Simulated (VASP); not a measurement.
# AlN: molecular dynamics with a monitored distance, by stops when the distance exceeds

AlN, P6_3mc (no. 186), 8 atoms in the cell. PBE, molecular dynamics; PAW potentials Al, N (PBE set).

| Stops when the distance exceeds (Å) | Largest distance met (Å) | Steps run | Mean temperature (K) | Time (s) |
|---|---|---|---|---|
| 2.006 | 1.941 | 80 | 628 | 170 |
| 3.028 | 1.941 | 80 | 628 | 163 |

Limits: 80 fs of 8 atoms are too short for converged averages; the distance is that to the nearest periodic copy, which so small a cell caps; the cell is only 3.1 Å across, so each atom moves in step with near copies of itself.

## Input of the first row

INCAR:
```
SYSTEM = AlN
ALGO = Normal
ANDERSEN_PROB = 0.05
EDIFF = 1E-5
ENCUT = 400
GGA = PE
IBRION = 0
ISIF = 2
ISMEAR = 0
ISYM = 0
KPAR = 2
LASPH = .TRUE.
LCHARG = .FALSE.
LREAL = Auto
LWAVE = .FALSE.
MDALGO = 1
NELM = 60
NELMIN = 4
NSW = 80
POTIM = 1.0
PREC = Normal
RANDOM_SEED = 607842 0 0
SIGMA = 0.05
TEBEG = 1000
TEEND = 1000
VALUE_MAX = 2.006
VALUE_MIN = 0.946
```

KPOINTS:
```
k-points
0
Gamma
  3 2 2
```

ICONST:
```
R 1 5 7
```

POSCAR:
```
AlN
1.0
    3.1130000000      0.0000000000      0.0000000000
    0.0000000000      5.3918741640      0.0000000000
    0.0000000000      0.0000000000      4.9810000000
Al N
4 4
Direct
    0.5000000000      0.1666666666      0.5000000000
    0.0000000001      0.6666666666      0.5000000000
    0.0000000000      0.3333333334      0.0000000000
    0.4999999999      0.8333333333      0.0000000000
    0.5000000000      0.1666666666      0.8800000000
    0.0000000001      0.6666666666      0.8800000000
    0.0000000000      0.3333333334      0.3800000000
    0.4999999999      0.8333333333      0.3800000000
```

Commands:
```
cat potpaw_PBE.64/Al/POTCAR potpaw_PBE.64/N/POTCAR > POTCAR
mpirun -np 2 vasp_std > vasp.out
```

Changes of the last row against the first:
```
- VALUE_MAX = 2.006
+ VALUE_MAX = 3.028
```

VASP 6.6.1 took 170 s on 2 cores (Intel Xeon Platinum 8488C (Sapphire Rapids)), a shared host.
